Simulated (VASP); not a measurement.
Wanted: the native input for a VASP 6.6.1 run.

```
Task                   : single point
Functional             : r2SCAN
Potentials or basis    : VASP PAW PBE potentials, release 64 (Ni)
Cutoff                 : 520 eV
k mesh                 : 9 × 9 × 2
Occupations            : gaussian, width 0.1 eV
Spin                   : collinear spin, typed start
Starting moments       : [1.01, 1.01, 0.92, 0.92] μB
Dipole correction      : no
Further INCAR settings : ALGO = Normal; EDIFF = 1e-06; NBANDS = 32
```

The system is Ni.

```
CELL_PARAMETERS angstrom
2.46690 0.00000 0.00000
-1.23345 2.13640 0.00000
0.00000 0.00000 8.03258
ATOMIC_POSITIONS crystal
Ni 0.00000 0.00000 0.00000
Ni 0.00000 0.00000 0.50000
Ni 0.33333 0.66667 0.75000
Ni 0.66667 0.33333 0.25000
```

The cell was built by a generator and needn't be a form met in nature.

The input as run:

POSCAR

```
Ni
1.0
    2.4669030544      0.0000000000      0.0000000000
   -1.2334515272      2.1364007138      0.0000000000
    0.0000000000      0.0000000000      8.0325835652
Ni
4
Direct
    0.0000000000      0.0000000000      0.0000000000
    0.0000000000      0.0000000000      0.5000000000
    0.3333333333      0.6666666667      0.7500000000
    0.6666666667      0.3333333333      0.2500000000
```

INCAR.step1

```
SYSTEM = Ni
PREC = Accurate ; ENCUT = 520
ISMEAR = 0 ; SIGMA = 0.1
LREAL = .False. ; LASPH = .True.
NELM = 150 ; ISPIN = 2
MAGMOM = 1.01 1.01 0.92 0.92 ; LMAXMIX = 4
NBANDS = 32 ; GGA = PE
ALGO = Normal ; EDIFF = 1E-4
LWAVE = .True. ; LCHARG = .False.
```

INCAR.step2

```
SYSTEM = Ni
PREC = Accurate ; ENCUT = 520
EDIFF = 1E-6 ; ISMEAR = 0
SIGMA = 0.1 ; LREAL = .False.
LASPH = .True. ; NELM = 150
ALGO = Normal ; ISIF = 2
LWAVE = .False. ; LCHARG = .False.
ISPIN = 2 ; MAGMOM = 1.01 1.01 0.92 0.92
LORBIT = 11 ; LMAXMIX = 4
METAGGA = R2SCAN ; LMIXTAU = .True.
NBANDS = 32 ; ISTART = 1
```

KPOINTS

```
Automatic mesh
0
Gamma
  9 9 2
  0 0 0
```

Potentials or basis: VASP PAW PBE potentials, release 64 (Ni).

The run is started by

```sh
$ cat potpaw_PBE.64/Ni/POTCAR > POTCAR
$ cp INCAR.step1 INCAR
$ mpirun -np 1 vasp_std > vasp.out
$ cp INCAR.step2 INCAR
$ mpirun -np 1 vasp_std > vasp.out
```

Results of the run:

The pressure is 0.2 GPa and the band gap on the k mesh is none (metal or under the smearing width). The net moment is 3.15 μB per cell and the site moments are Ni +0.83, +0.79 μB. The valence electrons inside the program's atomic spheres are Ni 9.39, 9.40.

Caveat: the k mesh is coarse (spacing up to 0.39 Å⁻¹), so the values aren't converged; the PAW data sets were made with another functional, which shifts forces and pressure a little.

Wall time 4.4 min on 1 thread of Intel(R) Xeon(R) Platinum 8259CL CPU @ 2.50GHz (Skylake/Cascade Lake) (shared host), peak memory 0.2 GiB.
